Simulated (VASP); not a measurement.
## BN (Qingsongite): relaxation of cell and atoms with r2SCAN

BN (Qingsongite):

```
CELL_PARAMETERS angstrom
0.00000 1.80750 1.80750
1.80750 0.00000 1.80750
1.80750 1.80750 0.00000
ATOMIC_POSITIONS crystal
B 0.00000 0.00000 0.00000
N 0.25000 0.25000 0.25000
```

```yaml
Program: VASP 6.6.1
Task: relaxation of cell and atoms
Functional: r2SCAN
Potentials_or_basis: VASP PAW PBE potentials, release 64 (B, N)
Cutoff: 600 eV
k_mesh: 14 × 14 × 14
Occupations: gaussian, width 0.03 eV
Spin: no spin polarisation
Further_INCAR_settings: ALGO = Normal; EDIFF = 1e-06; IBRION = 2; EDIFFG = -0.01; NSW = 90; ISIF = 3
```

The relaxed volume is 5.90 Å³/atom and the relaxed cell is a = 2.555 Å, b = 2.555 Å, c = 2.555 Å, α = 60.00°, β = 60.00°, γ = 60.00°. The space group after relaxing (to 0.05 Å) is F-43m (No. 216). The energy gained by relaxing is 0.0 meV/atom. The ionic steps are 3. The pressure after relaxing is 0.0 GPa and the band gap on the k mesh is 4.98 eV, indirect (least direct gap 9.53 eV).

Final structure:
```xyz
2
Lattice="0.0000 1.8066 1.8066 1.8066 0.0000 1.8066 1.8066 1.8066 0.0000" Properties=species:S:1:pos:R:3 pbc="T T T"
B     0.0000    0.0000    0.0000
N     0.9033    0.9033    0.9033
```

Levels at points of the mesh, in eV from the valence-band top:
| k point | band 1 | band 2 | band 3 | band 4 | band 5 | band 6 | band 7 | band 8 |
| --- | --- | --- | --- | --- | --- | --- | --- | --- |
| (0.00, 0.00, 0.00) | -21.31 | 0.00 | 0.00 | 0.00 | 9.53 | 9.53 | 9.53 | 11.09 |
| (0.50, 0.00, 0.00) | -17.01 | -11.10 | -2.02 | -2.02 | 10.81 | 11.48 | 11.48 | 16.42 |
| (0.50, 0.50, 0.00) | -15.58 | -9.33 | -5.10 | -5.10 | 4.98 | 9.82 | 19.28 | 19.28 |

Run time: 44 s on 1 thread of Intel(R) Xeon(R) 6975P-C (Granite Rapids), on a shared host, peak memory 0.12 GiB.

Caveat: the PAW data sets were made with another functional, which shifts forces and pressure a little. r2SCAN opens gaps a little over a GGA but as a rule still falls short of measured ones.
